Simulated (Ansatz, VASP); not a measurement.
This is a calculation of Si for Ansatz 0.2.0.

The input input.yaml:

```yaml
crystal:
  lattice:
    - [0.0, 2.7035831784, 2.7035831784]
    - [2.7035831784, 0.0, 2.7035831784]
    - [2.7035831784, 2.7035831784, 0.0]
  atoms:
    - { symbol: Si, position: [0.5, 0.5, 0.5] }
    - { symbol: Si, position: [0.75, 0.75, 0.75] }
kpoints:
  mp_grid: { grid: [6, 6, 6] }
scf:
  occupations: { method: fermi_dirac, width: 0.1 }
hamiltonian:
  xc: { exchange: pbe, correlation: none }
  pseudopotentials: { kind: all_electron, lapw: { basis_error: 0.001 } }
magnetization:
  noncollinear: true
  spin_orbit: true
output:
  forces: true
  stress: true
  eigenvalues: true
```

Potentials or basis: all-electron LAPW, relativistic spinors.

Launch:

```bash
$ ansatz run input.yaml --threads 1 --pin off --max-ram 2560MiB --backend cpu --events-out ev --progress --plain --runs-dir out
```

Problem. Translate it to VASP 6.6.1. Potentials there: VASP PAW PBE potentials, release 64 (Si).

Solution. As run (the cutoff follows the program's own potentials):

INCAR

```
PREC = Accurate
ENCUT = 520
EDIFF = 1E-6
ISMEAR = -1
SIGMA = 0.1
LREAL = False
LASPH = True
NELM = 150
ALGO = Normal
ISIF = 2
LWAVE = False
LCHARG = False
LNONCOLLINEAR = True
MAGMOM = 0 0 0 0 0 0
LORBIT = 11
LSORBIT = True
GGA_COMPAT = False
LORBMOM = True
GGA = PE
ALDAC = 0.0
AGGAC = 0.0
NBANDS = 20
```

File KPOINTS:

```
Automatic mesh
0
Gamma
  6 6 6
```

The input POSCAR:

```
Si
1.0
    0.0000000000      2.7035831784      2.7035831784
    2.7035831784      0.0000000000      2.7035831784
    2.7035831784      2.7035831784      0.0000000000
Si
2
Direct
    0.5000000000      0.5000000000      0.5000000000
    0.7500000000      0.7500000000      0.7500000000
```

Potentials or basis: VASP PAW PBE potentials, release 64 (Si).

Command:

```sh
$ cat potpaw_PBE.64/Si/POTCAR > POTCAR
$ mpirun -np 1 vasp_ncl > vasp.out
```

Both were run:

|  | VASP | Ansatz | Ansatz less VASP |
| --- | --- | --- | --- |
| gap on the k mesh at the Fermi level (eV) | 0.91 | 0.90 | -0.008 |
| least direct gap on the mesh (eV) | 2.65 | 2.63 | -0.015 |
| pressure (GPa) | 12.5 | 12.5 | -0.08 |
| net moment per atom (μB) | 0.00 | 0.00 | 0.000 |

Ansatz ran all-electron here, so the differences hold the error of VASP's frozen core and of both bases.
